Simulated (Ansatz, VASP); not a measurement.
**Two plane-wave programs on SiW**

The input INCAR:

```
SYSTEM = SiW
  ALGO = Normal
  EDIFF = 1E-6
  ENCUT = 520
  GGA = CA
  ISIF = 2
  ISMEAR = -1
  LASPH = .True.
  LCHARG = .True.
  LELF = .True.
  LREAL = .False.
  LVHAR = .True.
  LWAVE = .False.
  NBANDS = 16
  NELM = 80
  PREC = Accurate
  SIGMA = 0.05
```

File KPOINTS:

```
k-points
0
Gamma
  13 13 13
  0 0 0
```

POSCAR

```
SiW
1.0
    2.7375508842      0.0000000000      0.0000000000
    0.0000000000      2.7375508842      0.0000000000
    0.0000000000      0.0000000000      2.7375508842
W Si
1 1
Direct
    0.0000000000      0.0000000000      0.0000000000
    0.5000000000      0.5000000000      0.5000000000
```

Input for Ansatz:

```yaml
crystal:
  lattice:
    - [2.7375508842, 0.0, 0.0]
    - [0.0, 2.7375508842, 0.0]
    - [0.0, 0.0, 2.7375508842]
  atoms:
    - { symbol: W, position: [0.0, 0.0, 0.0] }
    - { symbol: Si, position: [0.5, 0.5, 0.5] }
kpoints:
  mp_grid: { grid: [13, 13, 13] }
scf:
  occupations: { method: fermi_dirac, width: 0.05 }
hamiltonian:
  xc: lda
  pseudopotentials: { kind: paw }
output:
  forces: true
  stress: true
  eigenvalues: true
  populations: true
```

Change from the starting cell: volume scaled by 0.75, PAW files.

Alike in both runs: task single point; functional LDA; k mesh 13 × 13 × 13; occupations fermi-dirac, width 0.05 eV; no spin polarisation.

|  | VASP | Ansatz |
| --- | --- | --- |
| version | VASP 6.6.1 | Ansatz 0.2.0 |
| potentials or method | VASP PAW LDA potentials, release 64 (W_sv, Si) | PAW with Ansatz's default frozen-core files, scalar-relativistic |
| plane-wave cutoff (eV) | 520 | 420 |
| valence electrons in the cell | 18 | 18 |

|  | VASP | Ansatz | Ansatz less VASP |
| --- | --- | --- | --- |
| pressure (GPa) | 136.9 | 133.6 | -3.29 |

Caveats: the cell as given lies far from equilibrium; so large a pressure means that the cell lies far from this level's equilibrium, or that cutoff or potentials fall short (VASP). The runs have no spin-orbit coupling, so splittings on W are missing.
